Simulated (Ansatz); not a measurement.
# Stability checks on a candidate for AlN

The structure comes from a generated guess, relaxed at this level; another structure or a mixture of phases may lie lower.

Computed with Ansatz, DFT PBE, scalar-relativistic, plane waves, PAW. Cutoff 420 eV, Γ-centred 4×4×8 mesh (8-atom cell), Gaussian smearing of 0.02 eV, no spin polarisation.

```cif
data_structure
_symmetry_space_group_name_H-M 'P 1'
_symmetry_Int_Tables_number 1
_cell_length_a 5.3291
_cell_length_b 5.3291
_cell_length_c 3.1218
_cell_angle_alpha 90.000
_cell_angle_beta 90.000
_cell_angle_gamma 90.000
_cell_volume 88.66
loop_
_atom_site_label
_atom_site_type_symbol
_atom_site_fract_x
_atom_site_fract_y
_atom_site_fract_z
_atom_site_occupancy
Al1 Al 0.67699 0.67699 0.00000 1
Al2 Al 0.17699 0.82301 0.50000 1
Al3 Al 0.82301 0.17699 0.50000 1
Al4 Al 0.32301 0.32301 0.00000 1
N1 N 0.81542 0.81542 0.50000 1
N2 N 0.18458 0.18458 0.50000 1
N3 N 0.68458 0.31542 0.00000 1
N4 N 0.31542 0.68458 0.00000 1
```

The zero of energy is the elements' standard structures at the same level (N₂ as a molecule); no fitted shifts are applied.

Question: These tests were run: energy against the elements; random kick, then relaxation without symmetry; phonons on a 1×1×2 q mesh. What do they show?

Answer:

```
                                         test                         result
                  energy against the elements                 −1.338 eV/atom
random kick, then relaxation without symmetry                        returns
                    phonons on a 1×1×2 q mesh  no imaginary mode on the mesh
```

It fails none of these tests. Other phases of the system weren't compared here, so this isn't yet thermodynamic stability.

The kick test ran on a coarse mesh. The run for the phonons used a 4×4×8 k mesh.
